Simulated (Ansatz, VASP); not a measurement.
One calculation of BN, two programs

```
N B
1.0
     1.25112    0.72234    3.37293
    -1.25112    0.72234    3.37293
     0.00000   -1.44467    3.37293
N B
1 1
Direct
  0.66724 0.66724 0.66724
  0.00033 0.00033 0.00033
```

The cell is a database's computed one.

Alike in both runs: task relaxation of cell and atoms; functional BLYP; dispersion D3(BJ); k mesh 12 × 12 × 12; occupations fermi-dirac, width 0.05 eV; no spin polarisation.

|  | VASP | Ansatz |
| --- | --- | --- |
| version | VASP 6.6.1 | Ansatz 0.2.0 |
| potentials or method | VASP PAW PBE potentials, release 64 (N, B) | Ansatz PAW |
| plane-wave cutoff (eV) | 600 | 420 |
| valence electrons in the cell | 8 | 8 |

Ansatz gave:

```
gap on the k mesh at the Fermi level, each at its own relaxed structure (eV) : 4.24
relaxed volume (Å³/atom)                                                     : 8.71
relaxed cell length with the largest relative difference (Å)                 : 3.515
energy change over the relaxation (meV/atom)                                 : -3
```

Q: Estimate VASP's values.

A: gap on the k mesh at the Fermi level, each at its own relaxed structure (eV): 4.21; relaxed volume (Å³/atom): 8.63; relaxed cell length with the largest relative difference (Å): 3.490; energy change over the relaxation (meV/atom): -4.

Caveats: the PAW data sets were made with another functional, which shifts forces and pressure a little (VASP); the plane-wave basis is chosen anew once the cell has moved, so the energies of steps on either side of that aren't comparable (Ansatz); the pressure holds a Pulay correction of +0.8 GPa for the finite cutoff (Ansatz); the PAW data sets come from PBE, with cores solved anew for the run's functional, which leaves a small shift of forces and pressure (Ansatz). A hybrid or GW would open this gap; BLYP tends to underestimate it. A k mesh can miss the band edges.
